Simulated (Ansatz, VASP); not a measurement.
## Two plane-wave programs on Ag

Contents of INCAR:

```
SYSTEM = Ag
PREC     = Accurate       ! precision mode
ENCUT    = 520            ! plane-wave cutoff, eV
EDIFF    = 1E-6           ! SCF threshold, eV
ISMEAR   = 0              ! smearing method
SIGMA    = 0.15           ! smearing width, eV
LREAL    = .FALSE.        ! projectors in reciprocal space
LASPH    = .TRUE.         ! aspherical terms in the spheres
NELM     = 80             ! most SCF steps
ALGO     = Normal         ! electronic algorithm
ISIF     = 2              ! what is computed and relaxed
LWAVE    = .FALSE.        ! write WAVECAR
LCHARG   = .FALSE.        ! write CHGCAR
GGA      = PS             ! functional
NBANDS   = 12             ! bands
```

File KPOINTS:

```
Automatic mesh
0
G
  26 26 26
  0 0 0
```

Contents of POSCAR:

```
Ag
1.0
   -1.6931851937      1.6931851937      1.6931851937
    1.6931851937     -1.6931851937      1.6931851937
    1.6931851937      1.6931851937     -1.6931851937
Ag
1
Direct
    0.0000000000      0.0000000000      0.0000000000
```

Input for Ansatz:

```yaml
crystal:
  lattice:
    - [-1.6931851937, 1.6931851937, 1.6931851937]
    - [1.6931851937, -1.6931851937, 1.6931851937]
    - [1.6931851937, 1.6931851937, -1.6931851937]
  atoms:
    - { symbol: Ag, position: [0.0, 0.0, 0.0] }
basis:
  ecutwfc: 420
kpoints:
  mp_grid: { grid: [26, 26, 26] }
hamiltonian:
  xc: pbesol
scf:
  occupations: { method: gaussian, width: 0.15 }
output:
  forces: true
  stress: true
  eigenvalues: true
```

Change from the starting cell: strain +0.050 along x and y, +0.050 along z, atoms carried along.

Alike in both runs: task single point; functional PBEsol; k mesh 26 × 26 × 26; occupations gaussian, width 0.15 eV; no spin polarisation.

|  | VASP | Ansatz |
| --- | --- | --- |
| version | VASP 6.6.1 | Ansatz 0.2.0 |
| potentials or method | VASP PAW PBE potentials, release 64 (Ag) | scalar-relativistic, plane waves, PAW |
| plane-wave cutoff (eV) | 520 | 420 |
| valence electrons in the cell | 11 | 19 |

|  | VASP | Ansatz | Ansatz less VASP |
| --- | --- | --- | --- |
| gap on the k mesh at the Fermi level (eV) | none | none | - |
| pressure (GPa) | -11.2 | -11.1 | +0.07 |

A gap of «none» marks a metal or a gap that the smearing closes. With one functional, cell and mesh, what is left measures potentials, basis and numerics. The two sets of potentials don't hold the same shells in valence.

Caveats: the PAW data sets were made with another functional, which shifts forces and pressure a little (VASP).
